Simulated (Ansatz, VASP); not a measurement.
**BN in VASP and in Ansatz**

File INCAR:

```
SYSTEM = BN
  PREC = Accurate
  ENCUT = 520
  EDIFF = 1E-8
  ISMEAR = -1
  SIGMA = 0.03
  LREAL = .False.
  LASPH = .True.
  NELM = 100
  ALGO = Normal
  ISIF = 2
  LWAVE = .False.
  LCHARG = .False.
  GGA = PE
  LEFG = .True.
  NBANDS = 16
```

Contents of KPOINTS:

```
Automatic mesh
0
Gamma
  11 11 4
  0 0 0
```

File POSCAR:

```
BN
1.0
    2.5099983704      0.0000000000      0.0000000000
   -1.2549991852      2.1737223522      0.0000000000
    0.0000000000      0.0000000000      6.6900000000
B N
2 2
Direct
    0.0000000000      0.0000000000      0.5000000000
    0.3333333333      0.6666666667      0.0000000000
    0.0000000000      0.0000000000      0.0000000000
    0.6666666667      0.3333333333      0.5000000000
```

Input for Ansatz:

```yaml
crystal:
  lattice:
    - [2.5099983704, 0.0, 0.0]
    - [-1.2549991852, 2.1737223522, 0.0]
    - [0.0, 0.0, 6.69]
  atoms:
    - { symbol: B, position: [0.0, 0.0, 0.5] }
    - { symbol: B, position: [0.3333333333, 0.6666666667, 0.0] }
    - { symbol: "N", position: [0.0, 0.0, 0.0] }
    - { symbol: "N", position: [0.6666666667, 0.3333333333, 0.5] }
kpoints:
  mp_grid: { grid: [11, 11, 4] }
  band_path:
    path:
      - [0.0, 0.0, 0.0]
      - [0.5, 0.0, 0.0]
      - [0.3333333333, 0.3333333333, 0.0]
      - [0.0, 0.0, 0.0]
      - [0.0, 0.0, 0.5]
      - [0.5, 0.0, 0.5]
      - [0.3333333333, 0.3333333333, 0.5]
      - [0.0, 0.0, 0.5]
      - [0.5, 0.0, 0.5]
    npoints: 8
scf:
  occupations: { method: fermi_dirac, width: 0.03 }
hamiltonian:
  xc: pbe
  pseudopotentials: { kind: paw }
output:
  forces: true
  stress: true
  eigenvalues: true
  efg: { contact_densities: true }
  populations: true
  bader: true
  dos: { projected: true, de: 0.2, e_range: [-14, 8] }
```

Alike in both runs: task electric field gradients; functional PBE; k mesh 11 × 11 × 4; occupations fermi-dirac, width 0.03 eV; no spin polarisation.

|  | VASP | Ansatz |
| --- | --- | --- |
| version | VASP 6.6.1 | Ansatz 0.2.0 |
| potentials or method | VASP PAW PBE potentials, release 64 (B, N) | PAW with Ansatz's default frozen-core files, scalar-relativistic |
| plane-wave cutoff (eV) | 520 | 420 |
| valence electrons in the cell | 16 | 16 |

```csv
,VASP,Ansatz,Ansatz less VASP
gap on the k mesh at the Fermi level (eV),4.45,4.46,+0.006
pressure (GPa),1.5,1.4,-0.07
largest component of the traceless stress (GPa),0.97,1.17,+0.204
Vzz of the field gradient on the site that differs most (V/Å²),34.8,27.9,-6.86
```

With one functional, cell and mesh, what is left measures potentials, basis and numerics.

Caveats: an odd mesh through Γ misses points on the zone boundary, where band edges often lie; this functional lacks dispersion, which binds the layers, so the pressure and a relaxed spacing across them are unreliable. As with any semilocal functional, this PBE gap is likely too small.
